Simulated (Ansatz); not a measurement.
Set up this calculation in Ansatz 0.2.0, as the native input.

```
Task                : relaxation of cell and atoms
Functional          : PBEsol
Potentials or basis : Ansatz PAW
Cutoff              : 420 eV (not typed: the program's choice for these potentials)
k mesh              : 10 × 10 × 2
Occupations         : fermi-dirac, width 0.05 eV
Spin                : no spin polarisation
Hubbard terms       : Mo d U = 6 eV
Hubbard projectors  : ortho-atomic (the default)
Double counting     : fll (the default)
```

MoS2, a slab with vacuum:

```
Mo S
1.0
     3.18413    0.00000    0.00000
    -1.59206    2.75753    0.00000
     0.00000    0.00000   17.33460
Mo S
1 2
Cartesian
  0.0000 0.0000 0.0000
  0.0000 1.8384 15.7833
  0.0000 1.8384 1.5513
```

One way to write it, as run:

input.yaml

```yaml
crystal:
  lattice:
    - [3.1841260822, 0.0, 0.0]
    - [-1.5920630411, 2.757534076, 0.0]
    - [0.0, 0.0, 17.33459995]
  atoms:
    - { symbol: Mo, position: [0.0, 0.0, 0.0] }
    - { symbol: S, position: [0.3333333333, 0.6666666667, 0.91050702] }
    - { symbol: S, position: [0.3333333333, 0.6666666667, 0.08949298] }
hamiltonian:
  xc: pbesol
  pseudopotentials: { kind: paw }
  hubbard: { sites: [{ species: Mo, l: d, u_eff: 6.0 }] }
kpoints:
  mp_grid: { grid: [10, 10, 2] }
scf:
  occupations: { method: fermi_dirac, width: 0.05 }
output:
  forces: true
  stress: true
  eigenvalues: true
  write_density: true
  write_potential: true
  elf: true
  volumetric_format: npy
relax:
  f_tol: 0.01
  max_steps: 40
  cell: { stress_tol: 0.05 }
```

Potentials or basis: Ansatz PAW.

Launch:

```bash
$ ansatz run input.yaml --threads 2 --pin off --max-ram 5632MiB --backend cpu --events-out ev --progress --plain --runs-dir out
```

It gave:

```
Relaxed volume                         : 49.51 Å³/atom
Relaxed cell                           : a = 3.145 Å, b = 3.145 Å, c = 17.336 Å, α = 90.00°, β = 90.00°, γ = 120.00°
Space group after relaxing (to 0.05 Å) : P-6m2 (No. 187)
Energy gained by relaxing              : 4.9 meV/atom
Ionic steps                            : 5
Band gap on the k mesh                 : 1.71 eV, direct
```

Caveat: the plane-wave basis is chosen anew once the cell has moved, so the energies of steps on either side of that aren't comparable; the PAW data sets come from PBE, with cores solved anew for the run's functional, which leaves a small shift of forces and pressure.

It took 26 s on 2 threads of Arm Neoverse V1 (shared host), peak memory 0.43 GiB.
